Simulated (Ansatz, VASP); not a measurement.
Al2Pt: VASP beside Ansatz

Contents of INCAR:

```
SYSTEM = Al2Pt
ALGO     = Normal         ! electronic algorithm
EDIFF    = 1E-8           ! SCF threshold, eV
ENCUT    = 520            ! plane-wave cutoff, eV
ISIF     = 2              ! what is computed and relaxed
ISMEAR   = -1             ! smearing method
LASPH    = .TRUE.         ! aspherical terms in the spheres
LCHARG   = .FALSE.        ! write CHGCAR
LEFG     = .TRUE.       
LREAL    = .FALSE.        ! projectors in reciprocal space
LWAVE    = .FALSE.        ! write WAVECAR
NBANDS   = 15             ! bands
NELM     = 100            ! most SCF steps
PREC     = Accurate       ! precision mode
SIGMA    = 0.08           ! smearing width, eV
```

File KPOINTS:

```
k-points
0
G
  12 12 12
  0 0 0
```

POSCAR

```
Al2Pt
1.0
    0.0000000000      2.9351671877      2.9351671877
    2.9351671877      0.0000000000      2.9351671877
    2.9351671877      2.9351671877      0.0000000000
Al Pt
2 1
Direct
    0.2500000000      0.2500000000      0.2500000000
    0.7500000000      0.7500000000      0.7500000000
    0.0000000000      0.0000000000      0.0000000000
```

Input for Ansatz:

```yaml
crystal:
  lattice:
    - [0.0, 2.9351671877, 2.9351671877]
    - [2.9351671877, 0.0, 2.9351671877]
    - [2.9351671877, 2.9351671877, 0.0]
  atoms:
    - { symbol: Al, position: [0.25, 0.25, 0.25] }
    - { symbol: Al, position: [0.75, 0.75, 0.75] }
    - { symbol: Pt, position: [0.0, 0.0, 0.0] }
kpoints:
  mp_grid: { grid: [12, 12, 12] }
scf:
  occupations: { method: fermi_dirac, width: 0.08 }
hamiltonian:
  xc: lda
  pseudopotentials: { kind: paw }
output:
  forces: true
  stress: true
  eigenvalues: true
  efg: { contact_densities: true }
  write_density: true
  write_potential: true
  elf: true
  volumetric_format: npy
```

Change from the starting cell: volume scaled by 0.98, PAW files.

Alike in both runs: task electric field gradients; functional LDA; k mesh 12 × 12 × 12; occupations fermi-dirac, width 0.08 eV; no spin polarisation.

|  | VASP | Ansatz |
| --- | --- | --- |
| version | VASP 6.6.1 | Ansatz 0.2.0 |
| potentials or method | VASP PAW LDA potentials, release 64 (Al, Pt) | PAW with Ansatz's default frozen-core files, scalar-relativistic |
| plane-wave cutoff (eV) | 520 | 420 |
| valence electrons in the cell | 16 | 24 |

Ansatz gave:

```
pressure (GPa)                                                 : -1.2
Vzz of the field gradient on the site that differs most (V/Å²) : 0.0
```

**Question.** Which values does VASP return?

**Answer.** Pressure (GPa): -0.9; Vzz of the field gradient on the site that differs most (V/Å²): 0.0.

The two sets of potentials don't hold the same shells in valence. Ansatz warned: «gradients_without_spin_orbit».

The runs have no spin-orbit coupling, so splittings on Pt are missing.
